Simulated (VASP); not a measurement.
A run of VASP 6.6.1 is set up as follows.

INCAR

```
SYSTEM = CdS
ALGO = Normal ; EDIFF = 1E-8
ENCUT = 520 ; GGA = PE
IBRION = 8 ; ISIF = 2
ISMEAR = 0 ; LASPH = .TRUE.
LCHARG = .FALSE. ; LREAL = .FALSE.
LWAVE = .FALSE. ; NELM = 100
NSW = 1 ; PREC = Accurate
SIGMA = 0.02
```

The input KPOINTS:

```
k-points
0
G
  10 10 10
  0 0 0
```

POSCAR

```
CdS                                     
1.0
   -0.0000000000      2.9884388609      2.9884388609
    2.9884388609     -0.0000000000      2.9884388609
    2.9884388609      2.9884388609      0.0000000000
  Cd              S             
     1     1
Direct
     0.0000000000000000    0.0000000000000000    0.0000000000000000
     0.2500000000000000    0.2500000000000000    0.2500000000000000
```

Potentials or basis: VASP PAW PBE potentials, release 64 (Cd, S).

Command:

```bash
$ cat potpaw_PBE.64/Cd/POTCAR potpaw_PBE.64/S/POTCAR > POTCAR
$ mpirun -np 1 vasp_std > vasp.out
```

Q: Predict the pressure.

A: -1.0 GPa.

Q: Predict the band gap on the k mesh.

A: 0.99 eV, direct.

Q: What does it give for the highest phonon frequency at Γ, LO-TO splitting left out?

A: 208 cm⁻¹.

Phonon frequencies in cm⁻¹ (negative: imaginary):
```
              q point        frequencies
(0.000, 0.000, 0.000)  0 0 0 208 208 208
```
